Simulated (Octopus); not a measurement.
The system is NaF (Villiaumite).

```
CELL_PARAMETERS angstrom
0.00000 2.32000 2.32000
2.32000 0.00000 2.32000
2.32000 2.32000 0.00000
ATOMIC_POSITIONS crystal
Na 0.00000 0.00000 0.00000
F 0.50000 0.50000 0.50000
```

Base run:

```yaml
Program: Octopus 16.4
Functional: PBE
Potentials_or_basis: pseudodojo_pbe (PseudoDojo 0.5, PBE)
Grid_spacing: 0.131 Å
k_mesh: 10 × 10 × 10
Occupations: fermi-dirac, width 0.05 eV
Spin: no spin polarisation
```

Its results: band gap on the k mesh 6.32 eV, direct.

Problem. The run is repeated on the same cell with these changes: functional from PBE to PBEsol; potentials or basis from pseudodojo_pbe (PseudoDojo 0.5, PBE) to pseudodojo_pbesol (PseudoDojo 0.4, PBEsol). What comes out?

Solution. Band gap on the k mesh 6.18 eV, direct.

A k mesh can miss the band edges.

Not every run made on this cell is shown here.
